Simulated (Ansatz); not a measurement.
## Errors in the atomisation enthalpy at 298 K

8 molecules with two or more fluorines; the atomisation enthalpy at 298 K in kJ/mol, computed less measured. Shapes, held fixed at every level: PBE0-D4/def2-TZVP. Flexible molecules stand in one conformer, not always the lowest. Thermal terms are harmonic and unscaled (PBE0-D4/def2-TZVP); the spin-orbit lowering of the free atoms is taken from their spectra. Programs: Ansatz 0.2.0. Measured values: Active Thermochemical Tables, CRC Handbook of Chemistry and Physics, NIST-JANAF tables.

Levels: A = SPW92/def2-TZVPP; B = B3LYP-D4/def2-TZVPP; C = PBE0-D4/def2-TZVPP; D = MP2/def2-TZVPP.

```
                          molecule  from tabulated heats     A    B    C     D
          S2F2 (Difluorodisulfane)                  1049  +352  -28  -14   -31
      PF3 (phosphorus trifluoride)                  1513  +320  -25  -40    +8
   B(OH)F2 (difluorohydroxyborane)                  2280  +394   -8   -7   +59
   CBr2F2 (dibromodifluoromethane)                  1484  +428  -30  +18   +42
           CHF3 (trifluoromethane)                  1869  +420  -17   +3   +37
GeF4 (SMILES [F][Ge]([F])([F])[F])                  1880  +381  -36  -33  +106
        SF4 (sulfur tetrafluoride)                  1358  +506  -22   -7   +40
      C2H2F2 (vinylidene fluoride)                  2361  +488  +14  +39   +30
```

**Question.** Sum up the errors.

**Answer.** 
| level | kind | mean error | mean absolute error | worst case |
| --- | --- | --- | --- | --- |
| SPW92/def2-TZVPP | LDA | +411.1 | 411.1 | SF4 |
| B3LYP-D4/def2-TZVPP | global hybrid | -19.0 | 22.5 | GeF4 |
| PBE0-D4/def2-TZVPP | global hybrid | -5.1 | 20.1 | PF3 |
| MP2/def2-TZVPP | perturbation theory | +36.4 | 44.1 | GeF4 |

On this set PBE0-D4/def2-TZVPP has the smallest mean absolute error and SPW92/def2-TZVPP the largest. SPW92/def2-TZVPP is too high in 8 of 8; B3LYP-D4/def2-TZVPP is too low in 7 of 8; MP2/def2-TZVPP is too high in 7 of 8. The heats of GeF4, SF4 come from older tables and can be uncertain by 10 kJ/mol or more. The molecules' own spin-orbit binding is left out, so errors for heavy halides read too negative. Heats of the atoms come from ATcT where it has them, that of boron, 570 kJ/mol, from recent work. With so many references in doubt the order of the levels isn't settled. The tabulated values of S2F2, B(OH)F2, C2H2F2 are in doubt (older tables, estimates, or at odds with other calculations) and kept here. Over the 5 molecules whose values aren't doubted the mean absolute errors are A 411.0; B 26.0; C 20.2; D 46.6. The smallest two are near a tie. Correlated wave functions converge slowly with the basis. Relativity is left out for Br, Ge. Outer-core shells of Br, Ge are correlated, in sets that cover them unevenly. The set is small.

The local density approximation overbinds every molecule by far more than any doubt in the references. Its exchange error is larger in the separated atoms than in the bonded molecule, where electrons are paired and the density is smoother. The excess broadly follows the number of bonds: it is smallest in PF3 and S2F2, with three each, though SF4 exceeds C2H2F2 despite having fewer bonds. Gradient corrections and exact exchange remove most of it.

PBE0's mean error of -5.1 owes much to cancellation, since PF3 is underbound by 40 and CBr2F2 overbound by 18; it doesn't signify uniform accuracy.

MP2's mostly positive errors suggest that second-order theory exaggerates the correlation gained on forming polar bonds to fluorine. For GeF4, neglected relativity alone can't explain the +106, because the hybrids share that neglect yet underbind; uneven core correlation remains a possible contributor. A larger valence basis would probably raise the MP2 binding further, so its modest errors for some molecules may not survive at the basis-set limit.
